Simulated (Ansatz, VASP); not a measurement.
# Two plane-wave programs on Na

INCAR

```
SYSTEM = Na
PREC     = Accurate       ! precision mode
ENCUT    = 520            ! plane-wave cutoff, eV
EDIFF    = 1E-6           ! SCF threshold, eV
ISMEAR   = 0              ! smearing method
SIGMA    = 0.15           ! smearing width, eV
LREAL    = .False.        ! projectors in reciprocal space
LASPH    = .True.         ! aspherical terms in the spheres
NELM     = 100            ! most SCF steps
ALGO     = Fast           ! electronic algorithm
ISIF     = 2              ! what is computed and relaxed
LWAVE    = .False.        ! write WAVECAR
LCHARG   = .False.        ! write CHGCAR
GGA      = PS             ! functional
NBANDS   = 10             ! bands
```

Contents of KPOINTS:

```
regular mesh
0
Gamma
  8 8 8
  0 0 0
```

POSCAR

```
Na
1.0
    7.1116840936     -0.7610289251     -0.7610289251
   -0.7610289251      7.1116840936     -0.7610289251
   -0.7610289251     -0.7610289251      7.1116840936
Na
1
Direct
    0.0000000000      0.0000000000      0.0000000000
```

Input for Ansatz:

```yaml
crystal:
  lattice:
    - [7.1116840936, -0.7610289251, -0.7610289251]
    - [-0.7610289251, 7.1116840936, -0.7610289251]
    - [-0.7610289251, -0.7610289251, 7.1116840936]
  atoms:
    - { symbol: Na, position: [0.0, 0.0, 0.0] }
basis:
  ecutwfc: 420
kpoints:
  mp_grid: { grid: [8, 8, 8] }
hamiltonian:
  xc: pbesol
scf:
  occupations: { method: gaussian, width: 0.15 }
output:
  forces: true
  stress: true
  eigenvalues: true
```

Alike in both runs: task single point; functional PBEsol; k mesh 8 × 8 × 8; occupations gaussian, width 0.15 eV; no spin polarisation.

|  | VASP | Ansatz |
| --- | --- | --- |
| version | VASP 6.6.1 | Ansatz 0.2.0 |
| potentials or method | VASP PAW PBE potentials, release 64 (Na_pv) | scalar-relativistic, plane waves, PAW |
| plane-wave cutoff (eV) | 520 | 420 |
| valence electrons in the cell | 7 | 9 |

|  | VASP | Ansatz | Ansatz less VASP |
| --- | --- | --- | --- |
| gap on the k mesh at the Fermi level (eV) | none | none | - |
| pressure (GPa) | -0.1 | -0.1 | 0.00 |

A gap of «none» marks a metal or a gap that the smearing closes. With one functional, cell and mesh, what is left measures potentials, basis and numerics. The two sets of potentials don't hold the same shells in valence.

Caveats: the PAW data sets were made with another functional, which shifts forces and pressure a little (VASP).
